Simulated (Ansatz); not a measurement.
# SnO (P4/nmm) in Ansatz: relaxation of cell and atoms with HSE06

Aim: the relaxation of cell and atoms of SnO with HSE06.

Everything below comes from runs of Ansatz 0.2.0. Logs are shortened: lines on timing, memory, paths and dates and some standing lists are left out, and cuts for length are marked.

**1. The crystal as given**

Symmetry: P4/nmm, No. 129, tetragonal system. The conventional cell has a = 3.814 Å, b = 3.814 Å, c = 4.887 Å, α = 90.00°, β = 90.00°, γ = 90.00°. Sn (site symmetry 4mm) is surrounded by 4 O at 2.23 Å. Around O (site symmetry -4m2) lie 4 Sn at 2.23 Å.

The cell is a database's computed one.

**2. Relaxation of cell and atoms, HSE06**

input

```
crystal:
  lattice:
    - [3.81369522, 0.0, 0.0]
    - [0.0, 3.81369522, 0.0]
    - [0.0, 0.0, 4.8869133]
  atoms:
    - { symbol: Sn, position: [0.5, 0.0, 0.76462614] }
    - { symbol: Sn, position: [0.0, 0.5, 0.23537386] }
    - { symbol: O, position: [0.0, 0.0, 0.0] }
    - { symbol: O, position: [0.5, 0.5, 0.0] }
hamiltonian:
  xc: hse06
  pseudopotentials: { kind: paw }
kpoints:
  mp_grid: { grid: [4, 4, 4] }
scf:
  occupations: { method: fermi_dirac, width: 0.05 }
output:
  forces: true
  stress: true
  eigenvalues: true
relax:
  f_tol: 0.01
  max_steps: 40
  cell: { stress_tol: 0.05 }
```

Potentials or basis: Ansatz PAW.

Log:

```text
GPUs: using 1 of 1 available (devices: 1).
Engine: ansatz 0.2.0, x86_64-unknown-linux-gnu
Pseudopotentials: kind: paw
Pseudopotential: Sn, paw, valence charge 14, recommended cutoff 420 eV (normal), Sn.paw.azcp
Pseudopotential: O, paw, valence charge 6, recommended cutoff 420 eV (normal), O.paw.azcp
Functional definition: HSE06
  parameter a = 0.25
  parameter omega = 0.11/bohr
  exchange = pbe_x - a*pbe_x_sr(omega) + a*exact_x_sr(omega)
  correlation = pbe_c
device memory: the entry about to start is reckoned to put 0.7 GiB on a device that reports 66.5 GiB free (of which the cap on the GPU budget leaves the run 18.0 GiB)
GPU FFT provider: cuFFT
GPU libraries: cuBLAS 13.8.2, cuFFT 12.4.0, cuSOLVER 12.3.4
Crystal: 4 atoms, lattice volume = 71.077 Å³
Basis set: ecut = 420 eV, 1409 PW (Γ), exchange–correlation on 54×54×72 points (8 copies of the dense FFT grid, shifted against one another)
Bands: 24, of which v1, the nominal top of the filled ones, is band 20 counted from 1 (19 counted from 0)
Symmetry: 16 space group operations
Space group: P4/nmm (ITA 129), of the structure as read, at distance tolerance 4.1e-5 Å
k-points: 18 of 64
Non-local potential: Sn, projectors of the file, l = 0: 2, l = 1: 2, l = 2: 2, l = 3: 2
Non-local potential: O, projectors of the file, l = 0: 2, l = 1: 2, l = 2: 1
PAW form: soft (Blöchl's): semilocal exchange-correlation on the pseudo side does not see the compensation charge
PAW frozen core: Sn, regenerated for the run's functional, and the local potential with it (the file was generated under x = pbe(κ = 0.804, μ = 0.2195149727645171), c = pbe(β = 0.06672455060314922))
PAW frozen core: O, regenerated for the run's functional, and the local potential with it (the file was generated under x = pbe(κ = 0.804, μ = 0.2195149727645171), c = pbe(β = 0.06672455060314922))
PAW one-centre angular grid: Sn, 590 points (default); XC on 64 Gauss nodes
PAW one-centre angular grid: O, 110 points (default); XC on 96 Gauss nodes
Initial density: superposition of atomic densities (neutral atoms: chi_scale 0, normalization atom), corrected by the library's trained network
Initial wavefunctions: pseudopotential atomic-orbital guess
GPU buffer pool allocated for 26244 grid points (all kernels)
GPU transforms: local potential and band sums: pruned to the plane-wave sphere, on 25×25×36
Functional: x = pbe(κ = 0.804, μ = 0.2195149727645171), c = pbe(β = 0.06672455060314922), warm-up for x = pbe(κ = 0.804, μ = 0.2195149727645171) + 0.25 (exact − pbe) at short range (hse, ω = 0.20786987370883472 Å⁻¹), c = pbe(β = 0.06672455060314922); HSE06 as pw.x's `hse` composes it (authors' and Libxc's form: `xc: wpbeh`)
SCF iter   1: F=—  HF=-13183.362780 eV  |F-HF|=—  |Δ(HF+E_count)|=         —  Δρ=1.70e-3  dr2=8.41e-4  ethr=1.77e-3  ⟨swp⟩=7.2  Hψ=1901  notcnv=0
preconditioner: auto → none  [insulator: Δε(μ)=0.154 eV  Ē_g=18.127 eV  σ=0.050 eV  W_gap=0.63  n_scr=18 (ndim 8)  ℏωp=27.9 eV  f_vac=0.021  D(μ)=0.25/eV (n_scr^D=0)]
SCF iter   2: F=—  HF=-13183.365057 eV  |F-HF|=—  |Δ(HF+E_count)|=   2.28e-3  Δρ=9.33e-4  dr2=2.29e-4  ethr=2.10e-6  ⟨swp⟩=5.8  Hψ=1712  notcnv=0  defer=2
SCF iter   3: F=—  HF=-13183.365406 eV  |F-HF|=—  |Δ(HF+E_count)|=   3.49e-4  Δρ=5.28e-4  dr2=2.05e-4  ethr=5.72e-7  ⟨swp⟩=4.1  Hψ=1025  notcnv=0  defer=1
SCF iter   4: F=—  HF=-13183.365401 eV  |F-HF|=—  |Δ(HF+E_count)|=   4.86e-6  Δρ=1.95e-4  dr2=2.79e-5  ethr=5.14e-7  ⟨swp⟩=4.1  Hψ=1002  notcnv=0
iter 5 solved again at ethr=5.19e-9 eV; its pass at ethr=6.97e-8 eV (dr2=2.08e-6 eV) is discarded
SCF iter   5: F=—  HF=-13183.365399 eV  |F-HF|=—  |Δ(HF+E_count)|=   2.49e-6  Δρ=6.00e-5  dr2=1.82e-6  ethr=5.19e-9  ⟨swp⟩=3.6  Hψ=1887  notcnv=0
eigensolver tolerance schedule: the retry pair's looser diagonalisation over-reported the residual by 0.14 of it (diagonalisation noise at 0.16 of the residual, at the tolerance the schedule requests for it); recorded, not acted on — ethr = c·dr2/N_el stays at c = 1.0e-1
SCF iter   6: F=—  HF=-13183.365399 eV  |F-HF|=—  |Δ(HF+E_count)|=   2.69e-7  Δρ=1.11e-5  dr2=9.38e-8  ethr=4.54e-9  ⟨swp⟩=4.0  Hψ=1181  notcnv=0
SCF iter   7: F=—  HF=-13183.365399 eV  |F-HF|=—  |Δ(HF+E_count)|=   4.83e-8  Δρ=3.65e-6  dr2=6.85e-9  ethr=2.34e-10  ⟨swp⟩=3.7  Hψ=1130  notcnv=0
SCF iter   8: F=—  HF=-13183.365399 eV  |F-HF|=—  |Δ(HF+E_count)|=   6.45e-9  Δρ=9.06e-7  dr2=4.20e-10  ethr=1.71e-11  ⟨swp⟩=3.9  Hψ=1177  notcnv=0
SCF iter   9: F=-13183.365399 eV  HF=-13183.365399 eV  |F-HF|=7.28e-12  |Δ(HF+E_count)|=  3.64e-10  Δρ=1.52e-7  dr2=1.18e-11  ethr=1.05e-12  ⟨swp⟩=4.1  Hψ=1168  notcnv=0
SCF 1 converged in 9 iterations: F = -13183.365399 eV  dr2 = 1.18e-11
device memory: the entry about to start is reckoned to put 1.2 GiB on a device that reports 66.4 GiB free (of which the cap on the GPU budget leaves the run 18.0 GiB)
GPU FFT provider: cuFFT
[... 513 lines left out ...]
SCF iter   5: F=-13190.919700 eV  HF=-13190.919700 eV  |F-HF|=1.09e-11  |Δ(HF+E_count)|=  2.06e-10  Δρ=3.25e-7  dr2=2.87e-11  ethr=1.00e-12  ⟨swp⟩=2.0  Hψ=2124  notcnv=0
SCF 31 converged in 5 iterations: F = -13190.919700 eV  dr2 = 2.87e-11
  Residual-converged pass: ⟨swp⟩=3.4  Hψ=981  notcnv=0  max |occ|·‖R‖ = 1.3e-7 eV (tolerance 1.3e-7 eV)  dr2=3.00e-11  dr2_onsite=4.40e-12  max |Δocc| = 1.3e-15
hybrid outer 1: dexx = +1.637e-7 eV, tail = 1.64e-7 eV
GPU FFT provider: cuFFT
GPU libraries: cuBLAS 13.8.2, cuFFT 12.4.0, cuSOLVER 12.3.4
GPU buffer pool allocated for 26244 grid points (all kernels)
GPU transforms: local potential and band sums: pruned to the plane-wave sphere, on 25×25×36
Exchange kernel: α = 0.2500, screened, ω = 0.2079 Å⁻¹, Wigner–Seitz truncation, v(0) = 1034.6986 eV·Å³, q-mesh 4×4×4, nearest image of the exchange supercell L = 15.20 Å, pair-density grid 20×20×24, without the augmentation charges, whose exchange is taken in its separable form by FFT convolution over the k-point mesh (sized by the pseudopotential files, 25×25×36 at the most), smooth part of the exact exchange by density-matrix convolution in up to 2.24 GiB of GPU memory as planned if the GPU has room (build and FFT work areas not counted)
Frozen-core exchange: fock
SCF iter   1: F=—  HF=-13190.919700 eV  |F-HF|=—  |Δ(HF+E_count)|=         —  Δρ=1.35e-6  dr2=1.17e-9  ethr=2.47e-11  ⟨swp⟩=15.2  Hψ=1689  notcnv=0
preconditioner: auto → none  [insulator: Δε(μ)=0.776 eV  Ē_g=20.500 eV  σ=0.050 eV  W_gap=1.00  n_scr=18 (ndim 8)  ℏωp=27.5 eV  f_vac=0.029  D(μ)=0.00/eV (n_scr^D=0)]
iter 2 solved again at ethr=1.00e-12 eV; its pass at ethr=2.90e-12 eV (dr2=7.60e-12 eV) is discarded
SCF iter   2: F=-13190.919700 eV  HF=-13190.919700 eV  |F-HF|=3.64e-12  |Δ(HF+E_count)|=  2.96e-10  Δρ=8.49e-8  dr2=1.01e-11  ethr=1.00e-12  ⟨swp⟩=2.0  Hψ=1768  notcnv=0
SCF 32 converged in 2 iterations: F = -13190.919700 eV  dr2 = 1.01e-11
  Residual-converged pass: ⟨swp⟩=4.0  Hψ=1075  notcnv=0  max |occ|·‖R‖ = 1.3e-7 eV (tolerance 1.3e-7 eV)  dr2=1.47e-11  dr2_onsite=2.22e-13  max |Δocc| = 5.4e-16
hybrid outer 2: dexx = +2.044e-11 eV, tail = 2.07e-11 eV, Δε = 1.64e-5 eV (about 1.64e-5 eV left of the loop's levels), ΔF = 2.55e-5 eV/Å (tail 1.02e-4)
relax step  10: F+E_penalty+E_count = -13190.91969997 eV  Δ(F+E_penalty+E_count) = -3.681e-4 eV  max|allowed force component| = 3.867e-4 eV/Å  Δτ_max = 0.0000 Å  P = +0.014 GPa  Ω = 72.736 Å³  stress off target by 1.77e-2 GPa  SCF on the basis re-selected at this cell (its energy is not comparable with the rows above)  (7 SCF iters)
basis re-selected at this cell: Δ(F+E_penalty+E_count) = -3.681e-4 eV, ΔP = +0.001 GPa vs the last step (what re-selecting the basis moved, of the pressure what is left beyond the Pulay correction that the steps carried, after the strain that the cell walked since its last selection, with what the two solves' SCF thresholds leave and, on support functions, any second-order correction that the steps lacked; it is no measure of the basis error at this ecutwfc). This SCF's stress stands 1.77e-2 GPa from its target on what of the cell is left free (relax.cell.stress_tol is 5.00e-2 GPa) and its largest allowed force component is 3.87e-4 eV/Å (relax.f_tol is 1.00e-2 eV/Å): within both
hybrid SCF converged: 2 outer / 7 inner (+0 warm-up), last move |dexx| = 2.04e-11 eV, tail = 2.07e-11 eV
Stability not checked: this state was not tested for a lower state beside it, because the functional holds exact exchange (a hybrid, or Hartree-Fock), whose exchange loop this test does not read (fock_operator; see scf.lower_state_search)
Free energy (F): -13190.919700 eV
Frozen-core exchange: fock
Harris-Foulkes:  -13190.919700 eV  (|F-HF|=3.64e-12)
Internal energy: -13190.919683 eV  (E = F + TS)
E sigma→0 (E₀):  -13190.919692 eV
Entropy (-TS):   -0.000017 eV (-0.004 meV/atom)
Fermi energy:    9.603503 eV
--- Per-component energies (eV) ---
  E_band       = -281.045849
  E_kinetic    = 725.551516
  E_local      = -2852.166256  (includes V_loc(G=0)·N_el)
  E_nonlocal   = 27.982340
  E_hartree    = 1531.147062
  E_xc         = -719.314097
  E_vxc        = -303.401473  (∫ρ·V_xc dr)
  E_exx        = -111.543420  (= α·E_x^exact, valence–valence)
  E_paw        = -8680.806084  (= ΣΔE_a)
  E_vpaw       = -718.223973  (= ΣTr[D̂ρ^β])
  E_aug_tail   = 0.004810  (compensation charges beyond the density's cutoff)
  E_ewald      = -3112.239981
  E_core_change = 0.464426  (= ΣΔE_core)
  E_smearing   = -0.000017  (= −TS)
  E_closure    = 0.000001  (closes the sum)
  Σ components = -13190.919700   (vs F -13190.919700, Δ=0.00e0)
--- Forces (eV/Å), atoms counted from 1 ---
  atom   1  Sn     0.00000000     0.00000000    -0.00038672
  atom   2  Sn     0.00000000     0.00000000     0.00038672
  atom   3  O      0.00000000     0.00000000     0.00000000
  atom   4  O      0.00000000     0.00000000     0.00000000
  max |Σ_I F_I| component: 0.00e0 eV/Å
--- Stress (GPa, compression-positive) ---
        0.012318       0.000000       0.000000
        0.000000       0.012318       0.000000
        0.000000       0.000000       0.017682
  P = ⅓ Tr σ = 0.0141 GPa (0.141 kbar)
--- Band table (eV; the first three rows and the last of 18) ---
  k-point 0: bands = ["-15.0921", "-14.5641", "-14.5304", "-14.5304", "-14.4816", "-14.4545", "-14.4331", "-14.4283", "-14.4056", "-14.4056", "-13.4825", "-10.6384", "0.4177", "1.8562", "1.8562", "2.0806", "4.8434", "5.1639", "5.1639", "9.2330", "11.9106", "13.8548", "14.9372", "14.9372"]
  k-point 1: bands = ["-15.0872", "-14.5692", "-14.5204", "-14.5204", "-14.4775", "-14.4514", "-14.4372", "-14.4324", "-14.4165", "-14.4165", "-13.4691", "-10.6386", "-0.4041", "1.8917", "1.8917", "3.5913", "4.8189", "5.1586", "5.1586", "8.3343", "11.5933", "13.7134", "13.7134", "14.0535"]
  k-point 2: bands = ["-15.0821", "-14.5743", "-14.5077", "-14.5077", "-14.4724", "-14.4449", "-14.4423", "-14.4400", "-14.4302", "-14.4302", "-13.4555", "-10.6387", "-0.8680", "1.9282", "1.9282", "4.7959", "5.1535", "5.1535", "5.7136", "6.3994", "11.6569", "13.1508", "13.1508", "13.6567"]
  k-point 17: bands = ["-14.9936", "-14.9936", "-14.4973", "-14.4973", "-14.4930", "-14.4930", "-14.4236", "-14.4236", "-14.3810", "-14.3810", "-11.5771", "-11.5771", "-0.9623", "-0.9623", "2.7326", "2.7326", "5.8837", "5.8837", "6.4013", "6.4013", "12.2114", "12.2114", "13.7229", "13.7229"]
--- Relaxed structure (7 steps of the walk, 6 accepted, 3 SCFs on fresh bases) ---
  F+E_penalty+E_count = -13190.91969997 eV   max|allowed force component| = 3.867e-4 eV/Å   (the final SCF, on the basis selected at the relaxed cell)
  cell:  # Å, volume = 72.7361 Å³
    - [3.800897202494669, -7.75750967258385e-35, 0.0]
    - [-7.75750967258385e-35, 3.800897202494669, 0.0]
    - [0.0, 0.0, 5.0347479485005495]
  atoms:
    - { symbol: Sn, position: [0.5, 1.8185555661292574e-37, 0.7723955145751878] }
    - { symbol: Sn, position: [-1.9048598980811397e-36, 0.5, 0.22760448542481204] }
    - { symbol: O, position: [2.0404809911484077e-36, -2.0034934203118805e-37, 2.4631216912361073e-35] }
    - { symbol: O, position: [0.5, 0.5, 4.926243382472214e-36] }
```

Run time: 98 s. Hardware: 1 × NVIDIA H100 80GB HBM3 with 2 threads of AMD EPYC 7R13 (Zen 3), shared host; peak memory 2.2 GiB.

What came out:

| Item | Value |
| --- | --- |
| Free energy | -13190.9197 eV |
| Relaxed volume | 18.18 Å³/atom |
| Relaxed cell | a = 3.801 Å, b = 3.801 Å, c = 5.035 Å, α = 90.00°, β = 90.00°, γ = 90.00° |
| Space group after relaxing (to 0.05 Å) | P4/nmm (No. 129) |
| Energy gained by relaxing | 1.9 meV/atom |
| Ionic steps | 9 |
| Pressure after relaxing | 0.0 GPa |
| Band gap on the k mesh | 0.78 eV, indirect (least direct gap 2.68 eV) |

The path:
```csv
step,energy change (eV),largest force (eV/Å),volume (Å³)
1,0.0000,0.2564,71.08
2,-0.0045,0.0173,71.69
3,-0.0047,0.0287,72.10
4,-0.0045,0.0001,72.26
5,-0.0073,0.0007,72.26
6,-0.0068,0.0005,72.55
7,-0.0075,0.0012,72.55
8,-0.0072,0.0005,72.74
9,-0.0075,0.0004,72.74
```

Final structure:
```yaml
crystal:
  lattice:
    - [3.80090, 0.00000, 0.00000]
    - [0.00000, 3.80090, 0.00000]
    - [0.00000, 0.00000, 5.03475]
  atoms:
    - { symbol: Sn, position: [0.50000, 0.00000, 0.77240] }
    - { symbol: Sn, position: [0.00000, 0.50000, 0.22760] }
    - { symbol: O, position: [0.00000, 0.00000, 0.00000] }
    - { symbol: O, position: [0.50000, 0.50000, 0.00000] }
```

Caveat: the plane-wave basis is chosen anew once the cell has moved, so the energies of steps on either side of that aren't comparable; the pressure holds a Pulay correction of +0.4 GPa for the finite cutoff; spin-orbit coupling is left out, which moves the levels of the heavy elements; the PAW data sets come from PBE, with cores solved anew for the run's functional, which leaves a small shift of forces and pressure. A k mesh can miss the band edges.
